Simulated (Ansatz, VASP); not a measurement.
## W: VASP beside Ansatz

File INCAR:

```
SYSTEM = W
  PREC = Accurate
  ENCUT = 520
  EDIFF = 1E-6
  ISMEAR = -1
  SIGMA = 0.05
  LREAL = .FALSE.
  LASPH = .TRUE.
  NELM = 100
  ALGO = Normal
  ISIF = 2
  LWAVE = .FALSE.
  LCHARG = .FALSE.
  GGA = PE
  NBANDS = 13
```

KPOINTS

```
regular mesh
0
G
  19 19 19
  0 0 0
```

The input POSCAR:

```
W
1.0
   -1.5076688163      1.5076688163      1.5076688163
    1.5076688163     -1.5076688163      1.5076688163
    1.5076688163      1.5076688163     -1.5076688163
W
1
Direct
    0.0000000000      0.0000000000      0.0000000000
```

Input for Ansatz:

```yaml
crystal:
  lattice:
    - [-1.5076688163, 1.5076688163, 1.5076688163]
    - [1.5076688163, -1.5076688163, 1.5076688163]
    - [1.5076688163, 1.5076688163, -1.5076688163]
  atoms:
    - { symbol: W, position: [0.0, 0.0, 0.0] }
kpoints:
  mp_grid: { grid: [19, 19, 19] }
scf:
  occupations: { method: fermi_dirac, width: 0.05 }
hamiltonian:
  xc: pbe
  pseudopotentials: { kind: paw }
output:
  forces: true
  stress: true
  eigenvalues: true
  populations: true
```

Change from the starting cell: volume scaled by 0.85, PAW files.

Alike in both runs: task single point; functional PBE; k mesh 19 × 19 × 19; occupations fermi-dirac, width 0.05 eV; no spin polarisation.

|  | VASP | Ansatz |
| --- | --- | --- |
| version | VASP 6.6.1 | Ansatz 0.2.0 |
| potentials or method | VASP PAW PBE potentials, release 64 (W_sv) | PAW with Ansatz's default frozen-core files, scalar-relativistic |
| plane-wave cutoff (eV) | 520 | 420 |
| valence electrons in the cell | 14 | 14 |

```csv
,VASP,Ansatz,Ansatz less VASP
pressure (GPa),70.4,68.8,-1.60
```

Caveats: the cell as given lies far from equilibrium; so large a pressure means that the cell lies far from this level's equilibrium, or that cutoff or potentials fall short (VASP). Spin-orbit coupling is left out, which matters for the levels of W.
